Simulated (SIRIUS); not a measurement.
**Hf in SIRIUS: convergence with k mesh**

Input of the first run (k mesh 2 × 2 × 1); the others differ in this setting and in those tied to it:

The input sirius.json:

```json
{
  "control": {
    "processing_unit": "cpu",
    "verbosity": 2,
    "num_bands_to_print": 20,
    "print_forces": true,
    "print_stress": true
  },
  "parameters": {
    "electronic_structure_method": "pseudopotential",
    "xc_functionals": ["XC_LDA_X", "XC_LDA_C_PW"],
    "gk_cutoff": 7.7,
    "pw_cutoff": 15.4,
    "ngridk": [2, 2, 1],
    "shiftk": [0, 0, 0],
    "smearing": "fermi_dirac",
    "smearing_width": 0.0018374661,
    "num_bands": 20,
    "num_mag_dims": 0,
    "num_dft_iter": 100,
    "energy_tol": 1e-08,
    "density_tol": 1e-06
  },
  "iterative_solver": {
    "type": "davidson",
    "min_tolerance": 1e-10
  },
  "mixer": {
    "type": "anderson",
    "beta": 0.7,
    "max_history": 8
  },
  "settings": {
    "tol_ne": 1e-10
  },
  "unit_cell": {
    "lattice_vectors": [
      [1.0, 0.0, 0.0],
      [-0.5, 0.866025403791, 0.0],
      [0.0, 0.0, 1.582194137705]
    ],
    "lattice_vectors_scale": 6.0408875026,
    "atom_coordinate_units": "lattice",
    "atom_types": ["Hf"],
    "atom_files": {
      "Hf": "Hf.json"
    },
    "atoms": {
      "Hf": [
        [0.6666666667, 0.3333333333, 0.75],
        [0.3333333333, 0.6666666667, 0.25]
      ]
    }
  }
}
```

Potentials or basis: PseudoDojo 0.4.1 LDA standard (scalar relativistic).

The run is started by

```bash
$ upf_to_json Hf.upf
$ OMP_NUM_THREADS=1 sirius.scf --input=sirius.json --output=out.json --task=0
```

Hardware: 1 thread of Arm Neoverse V1 (shared host).

```
     k mesh  energy less the tightest run, at zero smearing (meV/atom)  pressure (GPa)  SCF cycles  CPU time (s)  peak memory (GiB)
  2 × 2 × 1                                                    -394.56          -13.00          19           5.1               0.18
  4 × 4 × 2                                                      33.16           -8.91          19            12               0.22
  6 × 6 × 3                                                      29.22           -8.03          17            18               0.25
  7 × 7 × 4                                                       1.64           -8.46          17            29                0.3
  8 × 8 × 4                                                      -7.55           -8.93          18            38               0.33
10 × 10 × 5                                                      -0.67           -8.86          18            52               0.39
12 × 12 × 6                                                       0.82           -8.69          17            88               0.56
15 × 15 × 8                                                       0.00           -8.70          18           160               0.84
```

Against the tightest run, the energy stays within 1 meV/atom from 10 × 10 × 5 on; the pressure stays within 0.1 GPa from 12 × 12 × 6 on. Meshes of other sizes hit other points, so gaps and Fermi surfaces needn't settle smoothly. The tightest run that finished is the yardstick and may itself not be fully converged.

The run has no spin-orbit coupling, so splittings on Hf are missing.
